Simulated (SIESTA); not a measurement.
Crystal: SnO2 (Cassiterite).

```
CELL_PARAMETERS angstrom
4.73800 0.00000 0.00000
0.00000 4.73800 0.00000
0.00000 0.00000 3.18650
ATOMIC_POSITIONS crystal
Sn 0.50000 0.50000 0.50000
Sn 0.00000 0.00000 0.00000
O 0.80710 0.19290 0.50000
O 0.69290 0.69290 0.00000
O 0.19290 0.80710 0.50000
O 0.30710 0.30710 0.00000
```

Base run:

* Program: SIESTA 5.4.2
* Functional: BLYP
* Potentials or basis: PseudoDojo 0.4 standard (PBE files)
* Basis: DZP (energy shift 0.003 Ry; two zetas on semicore shells)
* Grid cutoff: 800 Ry
* Energy shift: 0.003 Ry
* k mesh: 6 × 6 × 8
* Occupations: fermi-dirac, width 0.05 eV
* Spin: no spin polarisation

Its results: band gap on the k mesh 1.03 eV, direct; pressure 24.0 GPa; largest force 0.362 eV/Å.

**Question.** After a change of settings the same cell gave: band gap on the k mesh 0.96 eV, direct; pressure 13.3 GPa; largest force 0.281 eV/Å. Which change was it?
A. functional from BLYP to AM05; potentials or basis from PseudoDojo 0.4 standard (PBE files) to PseudoDojo 0.4 standard (PBEsol files)
B. functional from BLYP to vdW-DF-cx
C. functional from BLYP to PBEsol; potentials or basis from PseudoDojo 0.4 standard (PBE files) to PseudoDojo 0.4 standard (PBEsol files)

**Answer.** B.

Caveats: the potentials were made for another functional, which shifts forces and pressure; spin-orbit coupling is left out, which moves the levels of the heavy elements; the basis of atomic orbitals isn't converged, which shifts pressures, moduli and gaps.

Not every run made on this cell is shown here.
